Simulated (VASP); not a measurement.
Here is a VASP 6.6.1 calculation.

INCAR

```
SYSTEM = KCl
PREC     = Accurate       ! precision mode
ENCUT    = 520            ! plane-wave cutoff, eV
EDIFF    = 1E-6           ! SCF threshold, eV
ISMEAR   = 0              ! smearing method
SIGMA    = 0.02           ! smearing width, eV
LREAL    = .FALSE.        ! projectors in reciprocal space
LASPH    = .TRUE.         ! aspherical terms in the spheres
NELM     = 60             ! most SCF steps
ALGO     = Normal         ! electronic algorithm
ISIF     = 2              ! what is computed and relaxed
LWAVE    = .FALSE.        ! write WAVECAR
LCHARG   = .FALSE.        ! write CHGCAR
GGA      = PE             ! functional
NBANDS   = 15             ! bands
```

Contents of KPOINTS:

```
regular mesh
0
G
  6 6 6
  0 0 0
```

The input POSCAR:

```
KCl
1.0
    0.0000000000      3.1897838832      3.1897838832
    3.1897838832      0.0000000000      3.1897838832
    3.1897838832      3.1897838832      0.0000000000
K Cl
1 1
Direct
    0.0000000000      0.0000000000      0.0000000000
    0.5000000000      0.5000000000      0.5000000000
```

Potentials or basis: VASP PAW PBE potentials, release 64 (K_sv, Cl).

The run is started by

```bash
$ cat potpaw_PBE.64/K_sv/POTCAR potpaw_PBE.64/Cl/POTCAR > POTCAR
$ mpirun -np 1 vasp_std > vasp.out
```

Question: What does it give for the pressure?

Answer: 0.0 GPa.

Question: Estimate the band gap on the k mesh.

Answer: 5.05 eV.

**Measured values to compare with.**

From a printed reference work, monograph, for a bulk crystal of KCl: band gap 8.68 eV.

A measured gap of KCl is 8.68 eV (a printed reference work, monograph); the calculated 5.05 eV misses it by -3.63 eV. The value is that of PBE, without temperature or zero-point motion. Semilocal functionals fall short of measured gaps as a rule.
